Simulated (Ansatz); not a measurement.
The system is MnS.

```
CELL_PARAMETERS angstrom
0.00000 2.60450 2.60450
2.60450 0.00000 2.60450
2.60450 2.60450 0.00000
ATOMIC_POSITIONS crystal
Mn 0.00000 0.00000 0.00000
S 0.50000 0.50000 0.50000
```

Base run:

* Program: Ansatz 0.2.0
* Functional: PBE
* Potentials or basis: Ansatz PAW
* Cutoff: 420 eV (not typed: the program's choice for these potentials)
* k mesh: 9 × 9 × 9
* Occupations: fermi-dirac, width 0.05 eV
* Spin: collinear spin, random start
* Starting moments: [0.92, 0.0] μB

Its results: band gap on the k mesh none (metal or under the smearing width); pressure -2.9 GPa.

Question: The run is repeated on the same cell with these changes: spin from collinear spin, random start to no spin polarisation. What comes out?

Answer: Band gap on the k mesh none (metal or under the smearing width); pressure -23.3 GPa.

Caveats: semilocal functionals often make such compounds metallic where correlation or magnetic order opens a gap, which also shifts bond lengths; a cell with one magnetic atom can't hold antiferromagnetic order, which such compounds often take (some runs).
